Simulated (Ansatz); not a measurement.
Ta2N: relaxation of cell and atoms with PBEsol

The system is Ta2N.

```
Ta N
1.0
     3.11286    0.00000    0.00000
    -1.55643    2.69582    0.00000
     0.00000    0.00000    4.86984
Ta N
2 1
Cartesian
  0.0000 1.7972 1.2404
  1.5564 0.8986 3.6294
  0.0000 0.0000 0.0000
```

The cell comes from a database or a generator and needn't be the stable form of this composition.

```
Program               : Ansatz 0.2.0
Task                  : relaxation of cell and atoms
Functional            : PBEsol
Potentials or basis   : Ansatz PAW
Cutoff                : 420 eV (not typed: the program's choice for these potentials)
k mesh                : 10 × 10 × 6
Occupations           : fermi-dirac, width 0.05 eV
Spin                  : no spin polarisation
Target pressure (GPa) : 0
```

| Quantity | Value |
| --- | --- |
| Relaxed volume | 13.20 Å³/atom |
| Relaxed cell | a = 3.077 Å, b = 3.077 Å, c = 4.828 Å, α = 90.00°, β = 90.00°, γ = 120.00° |
| Space group after relaxing (to 0.05 Å) | P-3m1 (No. 164) |
| Energy gained by relaxing | 13.0 meV/atom |
| Ionic steps | 8 |
| Pressure after relaxing | 0.0 GPa |
| Band gap on the k mesh | none (metal or under the smearing width) |

The path:
| step | energy change (eV) | largest force (eV/Å) | volume (Å³) |
| --- | --- | --- | --- |
| 1 | 0.0000 | 0.2973 | 40.87 |
| 2 | -0.0377 | 0.1700 | 39.83 |
| 3 | -0.0404 | 0.0685 | 39.57 |
| 4 | -0.0407 | 0.0317 | 39.58 |
| 5 | -0.0408 | 0.0065 | 39.60 |
| 6 | -0.0388 | 0.0066 | 39.60 |
| 7 | -0.0389 | 0.0001 | 39.59 |
| 8 | -0.0389 | 0.0003 | 39.59 |

Final structure:
```
Ta N
1.0
     3.07712    0.00000    0.00000
    -1.53856    2.66487    0.00000
     0.00000    0.00000    4.82845
Ta N
2 1
Direct
  0.33333 0.66667 0.25378
  0.66667 0.33333 0.74622
  0.00000 0.00000 0.00000
```

Levels at points of the mesh, in eV from the Fermi level:
```
             k point  band 12  band 13  band 14  band 15  band 16  band 17  band 18  band 19
  (0.00, 0.00, 0.00)    -6.22    -4.91    -0.72    -0.26    -0.26     0.30     0.30     0.33
 (0.00, 0.00, -0.50)    -6.40    -2.91    -2.67    -1.16    -1.16     1.84     2.06     2.36
 (0.00, -0.50, 0.00)    -6.53    -4.71    -2.62    -1.33     1.83     2.01     3.87     4.16
(0.00, -0.50, -0.50)    -6.25    -3.41    -2.14    -2.10    -0.23     0.80     3.43     3.66
```

Wall time 33 s on 2 threads of Intel(R) Xeon(R) Processor @ 2.50GHz (Skylake/Cascade Lake) (shared host), peak memory 0.4 GiB.

Caveat: the plane-wave basis is chosen anew once the cell has moved, so the energies of steps on either side of that aren't comparable; the PAW data sets come from PBE, with cores solved anew for the run's functional, which leaves a small shift of forces and pressure. The run has no spin-orbit coupling, so splittings on Ta are missing.
